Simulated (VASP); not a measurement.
Here is a VASP 6.6.1 calculation.

The input INCAR:

```
  PREC = Accurate
  ENCUT = 520
  EDIFF = 1E-6
  ISMEAR = 0
  SIGMA = 0.02
  LREAL = False
  LASPH = True
  NELM = 60
  ALGO = Normal
  ISIF = 2
  LWAVE = False
  LCHARG = False
  GGA = PE
  NBANDS = 26
```

KPOINTS

```
Automatic mesh
0
Gamma
  9 9 6
```

Contents of POSCAR:

```
ZnS
1.0
    3.8455096030      0.0000000000      0.0000000000
   -1.9227548015      3.3303090067      0.0000000000
    0.0000000000      0.0000000000      6.3052911695
Zn S
2 2
Direct
    0.3333333333      0.6666666667      0.0052193967
    0.6666666667      0.3333333333      0.5052193967
    0.3333333333      0.6666666667      0.3797806033
    0.6666666667      0.3333333333      0.8797806033
```

Potentials or basis: VASP PAW PBE potentials, release 64 (Zn, S).

Command:

```console
$ cat potpaw_PBE.64/Zn/POTCAR potpaw_PBE.64/S/POTCAR > POTCAR
$ mpirun -np 1 vasp_std > vasp.out
```

Problem. What does it give for the pressure?

Solution. 0.1 GPa.

Problem. What does it give for the band gap on the k mesh?

Solution. 2.08 eV, direct.

**Experimental background.**

From a printed reference work, monograph, for a bulk crystal of ZnS at 4 K: band gap 3.911 eV (direct).

Measured gap of ZnS: 3.911 eV (direct; 4 K; a printed reference work, monograph). This calculation gives 2.08 eV (-1.83 eV). The value is that of PBE, without temperature or zero-point motion. Semilocal functionals fall short of measured gaps as a rule.
